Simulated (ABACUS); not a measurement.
# Au (Fm-3m) in ABACUS: equation of state

How stiff is Au in PBE, and what volume does it want? The cell is scaled to several volumes.

Program: ABACUS 3.10.1. These are calculated values, not measurements. Logs are shortened: lines on timing, memory, paths and dates and some standing lists are left out, and cuts for length are marked.

## (1) The crystal as given

Symmetry: Fm-3m, No. 225, cubic system. The conventional cell has a = 4.070 Å, b = 4.070 Å, c = 4.070 Å, α = 90.00°, β = 90.00°, γ = 90.00°. Au (site symmetry m-3m) has 12 Au at 2.88 Å as nearest neighbours.

## (2) Equation of state, PBE, 15.84 Å³/atom (volume scaled by 0.94)

File INPUT:

```
INPUT_PARAMETERS
suffix              Au
calculation         scf
basis_type          pw
pseudo_dir          ./
symmetry            1
dft_functional      pbe
ecutwfc             76
pseudo_rcut         10
nspin               1
nbands              14
ks_solver           dav
smearing_method     fd
smearing_sigma      0.00367493
scf_thr             1e-08
scf_nmax            100
mixing_type         broyden
mixing_beta         0.7
cal_force           1
cal_stress          1
kpar                4
```

File STRU:

```
ATOMIC_SPECIES
Au 196.9666 Au.upf

LATTICE_CONSTANT
1.8897261246

LATTICE_VECTORS
0.0000000000 1.9934577312 1.9934577312
1.9934577312 0.0000000000 1.9934577312
1.9934577312 1.9934577312 0.0000000000

ATOMIC_POSITIONS
Direct

Au
0.0
1
0.0000000000 0.0000000000 0.0000000000 1 1 1
```

File KPT:

```
K_POINTS
0
Gamma
11 11 11 0 0 0
```

Potentials or basis: PseudoDojo NC SR 0.4.1 PBE standard, plane waves.

Started as:

```console
> OMP_NUM_THREADS=1 mpirun -np 4 abacus > log
```

running log:

```text
ABACUS v3.10.1

               Atomic-orbital Based Ab-initio Computation at UStc

 ------------------------------------------------------------------------------------

 READING GENERAL INFORMATION
                           global_out_dir = OUT.Au/
                           global_in_card = INPUT
                               pseudo_dir = ./
                              orbital_dir =
                                    DSIZE = 4
                                    GSIZE = 1

 READING UNITCELL INFORMATION
                                    ntype = 1
                  lattice constant (Bohr) = 1.88973
              lattice constant (Angstrom) = 1

 READING ATOM TYPE 1
                               atom label = Au
                      L=0, number of zeta = 1
                      L=1, number of zeta = 1
                      L=2, number of zeta = 1
             number of atom for this type = 1

                        TOTAL ATOM NUMBER = 1
DIRECT COORDINATES
    atom                   x                   y                   z     mag                  vx                  vy                  vz
taud_Au1            0.0000000000        0.0000000000        0.0000000000  0.0000        0.0000000000        0.0000000000        0.0000000000

                          Volume (Bohr^3) = 106.917
                             Volume (A^3) = 15.8435

 Lattice vectors: (Cartesian coordinate: in unit of a_0)
                   +0            +1.99346            +1.99346
             +1.99346                  +0            +1.99346
             +1.99346            +1.99346                  +0
 Reciprocal vectors: (Cartesian coordinate: in unit of 2 pi/a_0)
             -0.25082            +0.25082            +0.25082
             +0.25082            -0.25082            +0.25082
             +0.25082            +0.25082            -0.25082
 The esolver type has been set to : ksdft_pw

                PAO radial cut off (Bohr) = 10

 Read in pseudopotential file is Au.upf
                     pseudopotential type = NC
          exchange-correlation functional = PBE
                 nonlocal core correction = 1
                        valence electrons = 19
                                     lmax = 3
                           number of zeta = 4
                     number of projectors = 7
                           L of projector = 0
                           L of projector = 0
                           L of projector = 1
                           L of projector = 1
                           L of projector = 2
                           L of projector = 2
                           L of projector = 3
     initial pseudo atomic orbital number = 10

 SETUP THE ELECTRONS NUMBER
            electron number of element Au = 19
      total electron number of element Au = 19
            AUTOSET number of electrons:  = 19
                           occupied bands = 10
                                   NBANDS = 14
                                   NLOCAL = 9

%%%%%%%%%%%%%%%%%%%%%%%%%%%%%%%%%%%%%%%%%%%%%%%%%%%%%%%%%%%%%%%%%%%%%%%%%%%%%%%%%%%%%%%%%%%%%%%%%%%%%%%%%%
 Warning: the number of valence electrons in pseudopotential > 11 for Au: [Xe] 4f14 5d10 6s1
 Pseudopotentials with additional electrons can yield (more) accurate outcomes, but may be less efficient.
 If you're confident that your chosen pseudopotential is appropriate, you can safely ignore this warning.
%%%%%%%%%%%%%%%%%%%%%%%%%%%%%%%%%%%%%%%%%%%%%%%%%%%%%%%%%%%%%%%%%%%%%%%%%%%%%%%%%%%%%%%%%%%%%%%%%%%%%%%%%%

 SETUP THE PLANE WAVE BASIS
 energy cutoff for charge/potential (unit:Ry) = 304
            fft grid for charge/potential = [ 30, 30, 30 ]
                        fft grid division = [ 1, 1, 1 ]
        big fft grid for charge/potential = [ 30, 30, 30 ]
                                     nbxx = 27000
                                     nrxx = 27000

 SETUP PLANE WAVES FOR CHARGE/POTENTIAL
                    number of plane waves = 9577
                         number of sticks = 595

 PARALLEL PW FOR CHARGE/POTENTIAL
     PROC   COLUMNS(POT)             PW
        1            595           9577
 --------------- sum -------------------
        1            595           9577
                            number of |g| = 149
                                  max |g| = 27.4292
                                  min |g| = 0

----------- Double Check Mixing Parameters Begin ------------
mixing_type: broyden
mixing_beta: 0.7
mixing_gg0: 1
mixing_gg0_min: 0.1
mixing_ndim: 8
----------- Double Check Mixing Parameters End ------------

 LATTICE VECTORS: (CARTESIAN COORDINATE: IN UNIT OF A0)
                   +0            +1.99346            +1.99346
             +1.99346                  +0            +1.99346
[... 29 lines left out ...]
                       right hand lattice = 1
(for reciprocal lattice: )
                             BRAVAIS TYPE = 2
                     BRAVAIS LATTICE NAME = 02. Cubic I (body-centered)
                                    ibrav = 2
                       right hand lattice = 1
(for k-lattice: )
                             BRAVAIS TYPE = 2
                     BRAVAIS LATTICE NAME = 02. Cubic I (body-centered)
                                    ibrav = 2
                       right hand lattice = 1
                        ROTATION MATRICES = 48
                               nkstot_ibz = 56
K-POINTS REDUCTION ACCORDING TO SYMMETRY
     IBZ    DIRECT_X    DIRECT_Y    DIRECT_Z  WEIGHT  ibz2bz
       1  0.00000000  0.00000000  0.00000000  0.0008       0
       2  0.09090909  0.09090909  0.09090909  0.0060       1
       3  0.18181818  0.18181818  0.18181818  0.0060       2
       4  0.27272727  0.27272727  0.27272727  0.0060       3
       5  0.36363636  0.36363636  0.36363636  0.0060       4
       6  0.45454545  0.45454545  0.45454545  0.0060       5
[... 22 lines left out ...]
      29 -0.36363636  0.36363636  0.36363636  0.0180      40
      30 -0.45454545  0.27272727  0.27272727  0.0090      41
[... 26 further k points ...]

                               nkstot now = 56
[... K-POINTS DIRECT COORDINATES: 56 rows ...]

           k-point number in this process = 14
       minimum distributed K point number = 14
[... stars of the k points ...]

[... K-POINTS CARTESIAN COORDINATES: 14 rows ...]

[... K-POINTS DIRECT COORDINATES: 14 rows ...]

 SETUP PLANE WAVES FOR WAVE FUNCTIONS
     energy cutoff for wavefunc (unit:Ry) = 76
              fft grid for wave functions = [ 30, 30, 30 ]
                    number of plane waves = 1807
                         number of sticks = 199

 PARALLEL PW FOR WAVE FUNCTIONS
     PROC   COLUMNS(POT)             PW
        1            199           1807
 --------------- sum -------------------
        1            199           1807

 SETUP NONLOCAL PSEUDOPOTENTIALS IN PLANE WAVE BASIS
 Au non-local projectors:
 projector 1 L=0
 projector 2 L=0
 projector 3 L=1
 projector 4 L=1
 projector 5 L=2
 projector 6 L=2
 projector 7 L=3
      TOTAL NUMBER OF NONLOCAL PROJECTORS = 25

 Init Non-Local PseudoPotential table :
 Init Non-Local-Pseudopotential done.

                                     npwx = 1243

 Make real space PAO into reciprocal space.
       max mesh points in Pseudopotential = 1001
     dq(describe PAO in reciprocal space) = 0.01
                                    max q = 1050

 number of pseudo atomic orbitals for Au is 4
WARNING: norm of atomic wavefunction # 4 of atomic type Au is 0.999951, renormalized

 -------------------------------------------
 SELF-CONSISTENT
 -------------------------------------------
                                 init_chg = atomic

 PW ALGORITHM --------------- ION=   1  ELEC=   1--------------------------------
 Notice: Threshold on eigenvalues was too large.
 hsover_error=0.19 > DRHO=0.0572028
 Origin diag ethr = 0.01
 New diag ethr = 0.000301068

 Density error is 0.0571917799102
                          Error Threshold = 0.000301067606125
----------------------------------------------------------
     Energy           Rydberg                 eV
----------------------------------------------------------
 E_KohnSham     -296.3719414588      -4032.3471311619
 E_Harris       -299.0751369333      -4069.1259924236
 E_Fermi        1.7133421044         23.3112152437
----------------------------------------------------------
[... 51 lines left out ...]
 Density error is 1.74810139261e-09
                          Error Threshold = 4.63140803572e-09
----------------------------------------------------------
     Energy           Rydberg                 eV
----------------------------------------------------------
 E_KohnSham     -296.3895515541      -4032.5867288003
 E_KS(sigma->0) -296.3894672521      -4032.5855818123
 E_Harris       -296.3891454445      -4032.5812033956
 E_band         -12.6865415740       -172.6092533204
 E_one_elec     -73.8412859707       -1004.6622368486
 E_Hartree      49.3453947734        671.3785389780
 E_xc           -52.2099188983       -710.3523891347
 E_Ewald        -219.6835728545      -2988.9483478190
 E_entropy(-TS) -0.0001686041        -0.0022939760
 E_descf        0.0000000000         0.0000000000
 E_exx          0.0000000000         0.0000000000
 E_Fermi        1.6739997336         22.7759348275
----------------------------------------------------------

 charge density convergence is achieved
 final etot is -4032.5867288 eV
 EFERMI = 22.775934828 eV

 STATE ENERGY(eV) AND OCCUPATIONS    NSPIN == 1
 1/14 kpoint (Cartesian) = 0.0000 0.0000 0.0000 (1243 pws)
       1       -83.0797     0.00150263
       2       -34.3114     0.00150263
       3       -34.3114     0.00150263
       4       -34.3114     0.00150263
       5        12.1312     0.00150263
       6        17.6958     0.00150263
       7        17.6958     0.00150263
       8        17.6958     0.00150263
       9        19.4209     0.00150263
      10        19.4209     0.00150263
      11        37.1540        0.00000
      12        41.5589        0.00000
      13        41.5589        0.00000
      14        41.5589        0.00000
[... 66 lines left out ...]
       1       -83.0627      0.0120210
       2       -34.5968      0.0120210
       3       -34.3544      0.0120210
       4       -34.3544      0.0120210
       5        14.7814      0.0120210
       6        17.6653      0.0120210
       7        17.6653      0.0120210
       8        20.7275      0.0120210
       9        20.7275      0.0120210
      10        21.0120      0.0120210
      11        26.8836    2.52128e-38
      12        36.7089        0.00000
      13        40.6137        0.00000
      14        40.6137        0.00000

[... levels at 8 further k points ...]

------------------------------------------------------------------------------------------
 TOTAL-FORCE (eV/Angstrom)
------------------------------------------------------------------------------------------
                       Au1         0.0000000000         0.0000000000         0.0000000000
------------------------------------------------------------------------------------------

----------------------------------------------------------------
 TOTAL-STRESS (KBAR)
----------------------------------------------------------------
       249.3494781436        -0.0000000000         0.0000000000
        -0.0000000000       249.3494781436         0.0000000000
        -0.0000000000         0.0000000000       249.3494781436
----------------------------------------------------------------
 TOTAL-PRESSURE: 249.349478 KBAR

 --------------------------------------------
 !FINAL_ETOT_IS -4032.5867288003050817 eV
 --------------------------------------------
```

Run time: 7.2 s. Hardware: 4 MPI ranks of Intel Xeon Platinum 8488C (Sapphire Rapids), shared host; peak memory 0.24 GiB.

Results:

```yaml
Free_energy: -4032.5867 eV
Pressure: 24.9 GPa
Band_gap_on_the_k_mesh: none (metal or under the smearing width)
```

(Part 1 of 2 ends here.)
